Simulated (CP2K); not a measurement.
Crystal: MgS (Niningerite).

```
CELL_PARAMETERS angstrom
3.67929 0.00000 0.00000
1.83964 3.18636 0.00000
1.83964 1.06212 3.00413
ATOMIC_POSITIONS crystal
S 0.50000 0.50000 0.50000
Mg 0.00000 0.00000 0.00000
```

Program: CP2K 2026.2. Alike in all runs: task band structure; no spin polarisation; cell as given; k mesh 9 × 9 × 9. Hardware: 1 thread of Arm Neoverse V1, on a shared host.

Task: Order these runs on this cell by their wall time, lowest first.
A. level r2SCAN; potentials or basis POTENTIAL_UZH S GTH-SCAN-q6, Mg GTH-SCAN-q10; TZVP-MOLOPT-SCAN-GTH basis; smearing fermi-dirac 0.05 eV; NGRIDS 5; points a segment of the path (NPOINTS) 6; bands added on the path 6
B. level TB-mBJ; potentials or basis POTENTIAL_UZH S GTH-PBE-q6, Mg GTH-PBE-q10; TZVP-MOLOPT-PBE-GTH basis; smearing fermi-dirac 0.1 eV; NGRIDS 4; points a segment of the path (NPOINTS) 8; bands added on the path 6
C. level LDA; potentials or basis GTH_POTENTIALS S GTH-PADE-q6, Mg GTH-PADE-q10; TZVP-MOLOPT-PBE-GTH basis; smearing fermi-dirac 0.05 eV; NGRIDS 5; points a segment of the path (NPOINTS) 10; bands added on the path 4

Result: C (17 s), A (34 s), B (78 s).

Caveats: this is a model potential without an energy functional, so only levels have meaning (some runs).

Not every run made on this cell is shown here.
